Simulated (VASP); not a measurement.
This VASP 6.6.1 run on Tc needs a look.

INCAR

```
PREC = Accurate
ENCUT = 520
EDIFF = 1E-8
ISMEAR = 1
SIGMA = 0.1
LREAL = F
LASPH = T
NELM = 69
ALGO = Normal
ISIF = 2
LWAVE = F
LCHARG = F
ISPIN = 2
MAGMOM = -0.12
LORBIT = 11
LMAXMIX = 4
GGA = PS
LHFCALC = T
HFSCREEN = 0.2
PRECFOCK = Normal
LEFG = T
NUPDOWN = 60
```

File KPOINTS:

```
regular mesh
0
Gamma
  6 6 6
```

POSCAR

```
Tc
2.7577
    0.000000000000      0.707110998296      0.707110998296
    0.707110998296      0.000000000000      0.707110998296
    0.707110998296      0.707110998296      0.000000000000
Tc
1
Direct
    0.0000000000      0.0000000000      0.0000000000
```

Potentials or basis: VASP PAW PBE potentials, release 64 (Tc_pv).

The run is started by

```sh
$ cat potpaw_PBE.64/Tc_pv/POTCAR > POTCAR
$ mpirun -np 1 vasp_std > vasp.out
```

OUTCAR:

```text
PREC = Accurate
   ENCUT = 520
   EDIFF = 1E-8
   ISMEAR = 1
   LREAL = F
   LASPH = T
   NELM = 69
   ISIF = 2
   ISPIN = 2
   LORBIT = 11
   GGA = PS
   LHFCALC = T
   HFSCREEN = 0.2
   PRECFOCK = Normal
   NUPDOWN = 60

 ion  position               nearest neighbor table
   1  0.000  0.000  0.000-

  LATTYP: Found a face centered cubic cell.
 ALAT       =     3.9000000000

  Lattice vectors:

 A1 = (   0.0000000000,   1.9500000000,   1.9500000000)
 A2 = (   1.9500000000,   0.0000000000,   1.9500000000)
 A3 = (   1.9500000000,   1.9500000000,   0.0000000000)

Analysis of symmetry for initial positions (statically):
=====================================================================
 Subroutine PRICEL returns:
[... 133 lines left out ...]
   ISYM   =      3    0-nonsym 1-usesym 2-fastsym
   POTIM  = 0.5000    time-step for ionic-motion
   TEBEG  =    0.0;   TEEND  =   0.0 temperature during run
   PSTRESS=    0.0 pullay stress
   NELECT =      13.0000    total number of electrons
   NUPDOWN=      60.0000    fix difference up-down
   EMIN   =  10.00;   EMAX   =-10.00  energy-range for DOS
   EFERMI =   0.00;   METHOD = LEGACY
   ISMEAR =     1;   SIGMA  =   0.10  broadening in eV -4-tet -1-fermi 0-gaus
   EFERMI_NEDOS =   21; number of points for ismear=-14 and -15
   IALGO  =     38    algorithm
   IMIX   =      1    mixing-type and parameters
     AMIX     =   0.40;   BMIX     =  1.00
     AMIX_MAG =   1.60;   BMIX_MAG =  1.00
  volume/ion in A,a.u.               =      14.83       100.08
  Fermi-wavevector in a.u.,A,eV,Ry     =   1.566792  2.960808 33.400086  2.454837
  Thomas-Fermi vector in A             =   2.669068
   LORBIT       =     11    0 simple, 1 ext, 2 COOP (PROOUT), +10 PAW based schemes
   GGA     = PS    functional components
   LHFCALC =     T    Hartree Fock is set to
   PRECFOCK=normal    Normal, Fast or Accurate (Low or Medium for compatibility)
   ENCUT4O =  -1.0   cutoff for four orbital integrals eV
   NKREDX  =     1    reduce k-point grid by
   NKREDY  =     1    reduce k-point grid by
   NKREDZ  =     1    reduce k-point grid by
   AEXX    =    0.2500 exact exchange contribution
   HFSCREEN=    0.2000 screening length (either q_TF or 0.3 A-1)
   HFSCREENC=   0.2000 screening length for correlation (either q_TF or 0.3 A-1)
   ENCUTFOCK=  -1.0 apply spherical cutoff to Coloumb kernel
   IVDW    =     0    specifies the selected vdW correction
   LEPSILON=     F    determine dielectric tensor
   LRPA    =     F    only Hartree local field effects (RPA)
 spin polarized calculation
 Methfessel and Paxton  Order N= 1 SIGMA  =   0.10
  energy-cutoff  :      520.00
  volume of cell :       14.83
 maximum number of plane-waves:       411
 NGX is ok and might be reduce to    24
  NGX = 16; NGY = 16; NGZ = 16
```

On the terminal:

```text
POSCAR found type information on POSCAR Tc
 POSCAR found :  1 types and       1 ions
 scaLAPACK will be used
 -----------------------------------------------------------------------------
|                                                                             |
|                                                                             |
|     You enforced a specific xc type in the INCAR file but a different       |
|     I HOPE YOU KNOW WHAT YOU ARE DOING!                                     |
|                                                                             |
 -----------------------------------------------------------------------------

 LDA part: xc-table for (Slater+PW92), standard interpolation
 POSCAR, INCAR and KPOINTS ok, starting setup
 FFT: planning ... GRIDC
 FFT: planning ... GRID_SOFT
 FFT: planning ... GRID
 WAVECAR not read
 entering main loop
```

Question: How did it end, and where is the flaw?

Answer: The run was cut off at its time limit. The input holds a flaw that was put in on purpose: moment fixed beyond the electrons at hand (ISPIN = 2; NUPDOWN = 60).
